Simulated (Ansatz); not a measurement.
Crystal: Al.

```xyz
4
Lattice="2.8271 0.0000 0.0000 -1.4135 2.4483 0.0000 0.0000 0.0000 9.1860" Properties=species:S:1:pos:R:3 pbc="T T T"
Al    1.4135    0.8161    6.8895
Al    0.0000    0.0000    4.5930
Al    0.0000    1.6322    2.2965
Al    0.0000    0.0000    0.0000
```

This isn't the form of Al at room conditions, which is fcc.

Base run:

```yaml
Program: Ansatz 0.2.0
Functional: LDA
Potentials_or_basis: all-electron LAPW, scalar-relativistic
Cutoff: 123 eV (chosen from the basis error)
Basis_error_allowed: 0.002 eV/atom
k_mesh: 11 × 11 × 3
Occupations: fermi-dirac, width 0.05 eV
Spin: no spin polarisation
```

Its results: pressure 0.0 GPa.

Q: The run is repeated on the same cell with these changes: functional from LDA to PBEsol. What comes out?

A: Pressure 2.0 GPa.

PBEsol binds less tightly than LDA, so the same cell stands under more pressure.
